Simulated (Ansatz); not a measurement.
**Rolling up C: bending stiffness from tube energies**

Computed with DFT PBE, scalar-relativistic, plane waves, PAW in Ansatz 0.2.0.

Cutoff 420 eV, Γ-centred meshes of like density (1×1×31 for the 16-atom cell), Gaussian smearing of 0.05 eV, energies at zero smearing and 0 K, each start's symmetry kept, no spin polarisation.

Tubes are rolled from the relaxed C monolayer (P6/mmm, bond 1.42 Å, gap on the mesh 0.00 eV); atoms and period are relaxed, and energies count from the flat sheet.

The flat sheet has 2.63 Å² an atom. The widest tube, (4,4), ends at a mean diameter of 5.53 Å and 267.7 meV/atom over the sheet.

Problem. Take the bending stiffness from it and predict the energy of (4,0) (diameter 3.37 Å).

Solution. A thin elastic sheet bent to radius ρ stores D/2ρ² per area, so E = 2DS/d² per atom. The widest tube gives D = E d²/2S = 0.2677 × 5.53² / (2 × 2.63) = 1.55 eV. Then
```
 tube d (Å)  2DS/d² (meV/atom) computed (meV/atom) gap on mesh (eV)
(4,4)   5.53              267.7                267.7              0.36
(4,0)   3.37              720.9                746.9              0.00
```

The computed energies fall as d^-2.1. With the diameters of the rolled, unrelaxed sheet (5.44, 3.14 Å) the law would give 803.5 meV/atom, so the choice of diameter matters in narrow tubes. The 1/d² law holds within a tenth, so even these narrow tubes bend like a continuum sheet. Armchair carbon tubes are metals whose bands cross between mesh points, so their small gap on the mesh isn't real. The flat sheet's gap on its mesh is 0.00 eV.

An odd mesh misses points on the zone edge, so a gap read on it can be too wide.

Cost: 2 runs of about 5.6 core-minutes in all, on Arm Neoverse V2 (shared hosts).